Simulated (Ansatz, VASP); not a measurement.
**Pb in VASP and in Ansatz**

```
Pb
1.0
     3.48946    0.00000    0.00000
    -1.74473    3.02196    0.00000
     0.00000    0.00000    5.75270
Pb
2
Direct
  0.33333 0.66667 0.25000
  0.66667 0.33333 0.75000
```

Alike in both runs: task relaxation of cell and atoms; functional PBE; k mesh 15 × 15 × 8; occupations gaussian, width 0.1 eV; no spin polarisation.

|  | VASP | Ansatz |
| --- | --- | --- |
| version | VASP 6.6.1 | Ansatz 0.2.0 |
| potentials or method | VASP PAW PBE potentials, release 64 (Pb_d) | scalar-relativistic, plane waves, PAW |
| plane-wave cutoff (eV) | 600 | 420 |
| valence electrons in the cell | 28 | 28 |

Ansatz gave:

- gap on the k mesh at the Fermi level, each at its own relaxed structure (eV): none
- relaxed volume (Å³/atom): 31.85
- relaxed cell length with the largest relative difference (Å): 3.547
- energy change over the relaxation (meV/atom): -10

Problem. Estimate VASP's values.

Solution. gap on the k mesh at the Fermi level, each at its own relaxed structure (eV): none; relaxed volume (Å³/atom): 31.84; relaxed cell length with the largest relative difference (Å): 3.546; energy change over the relaxation (meV/atom): -10.

A gap of «none» marks a metal or a gap that the smearing closes.

Spin-orbit coupling is left out, which matters for the levels of Pb. Zero-point motion and thermal expansion aren't in these numbers. PBE usually gives volumes a little too large and moduli too small.
